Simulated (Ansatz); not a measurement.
# TiO2: the cost of one run

Computed with Ansatz 0.2.0 (DFT PBE, scalar-relativistic, plane waves, PAW, unless a step's input says otherwise).

12 further runs of the same task are left out: 1 for a known fault of the program, 11 set aside as unsound or not needed.

### 1 The structure to begin with

Symmetry: P4_2/mnm, No. 136, tetragonal system. Conventional cell: a = 4.643 Å, b = 4.643 Å, c = 2.964 Å, α = 90.00°, β = 90.00°, γ = 90.00°. Ti (site symmetry mmm) has 6 O at 1.96 to 2.00 Å as nearest neighbours. O (site symmetry m2m) is surrounded by 3 Ti at 1.96 to 2.00 Å.

Coordinates:

```
CELL_PARAMETERS angstrom
4.64340 0.00000 0.00000
0.00000 4.64340 0.00000
0.00000 0.00000 2.96386
ATOMIC_POSITIONS crystal
Ti 0.00000 0.00000 0.00000
Ti 0.50000 0.50000 0.50000
O 0.30510 0.30510 0.00000
O 0.19490 0.80510 0.50000
O 0.69490 0.69490 0.00000
O 0.80510 0.19490 0.50000
```

This cell was relaxed beforehand with the same method: volume 10.65 Å³/atom, gap on the mesh 1.86 eV.

### 2 The scan

The energy is mapped over a normal mode and a strain (zone-centre modes of the cell shown) (x along [1 0 0], y along [0 1 0], z along [0 0 1] of the conventional cell).

- amplitude of mode 1 (106i cm⁻¹), largest displacement in the unstrained cell: 11 values from −0.087 to 0.087 Å
- equal normal strain along x, y and z: 7 values from −2.50 to 2.50 %

Nothing else is relaxed (the pattern is fixed in fractional coordinates). Energies count from the relaxed high-symmetry cell. Points are written as (first, second).

The modes come from a phonon run on the reference cell, made beforehand.

The patterns, per unit of each coordinate (Å):

```csv
atom,x1,y1,z1
Ti1,0.000,0.000,-0.668
Ti2,0.000,0.000,-0.668
O3,0.000,0.000,1.000
O4,0.000,0.000,1.000
O5,0.000,0.000,1.000
O6,0.000,0.000,1.000
```

### 3 Grid point (−0.070 Å, −2.50 %)

input.yaml reads:

```yaml
crystal:
  lattice:
    - [4.527314821, 0.0, 0.0]
    - [0.0, 4.527314821, 0.0]
    - [0.0, 0.0, 2.8897670966]
  atoms:
    - { symbol: Ti, position: [0.0, 0.0, 0.0156977583] }
    - { symbol: Ti, position: [0.5, 0.5, 0.5156977583] }
    - { symbol: O, position: [0.3050970583, 0.3050970583, -0.0234828613] }
    - { symbol: O, position: [0.1949029417, 0.8050970583, 0.4765171387] }
    - { symbol: O, position: [0.6949029417, 0.6949029417, -0.0234828613] }
    - { symbol: O, position: [0.8050970583, 0.1949029417, 0.4765171387] }
basis:
  ecutwfc: 520.0
kpoints:
  mp_grid: { grid: [6, 6, 10] }
hamiltonian:
  xc: pbe
  pseudopotentials: { kind: paw, azcp: { folder: soft_1 } }
scf:
  occupations: { method: gaussian, width: 0.05 }
output:
  forces: true
  stress: true
  eigenvalues: true
```

Run with:

```console
$ ansatz run input.yaml --threads 4 --pin off --max-ram 8192MiB --backend cpu --events-out ev --progress --plain --runs-dir out
```

**Question.** How long does this run take on 4 threads of Arm Neoverse V2, shared host, and how much memory does it need?

About 3.4 s, with a peak of 0.4 GiB.
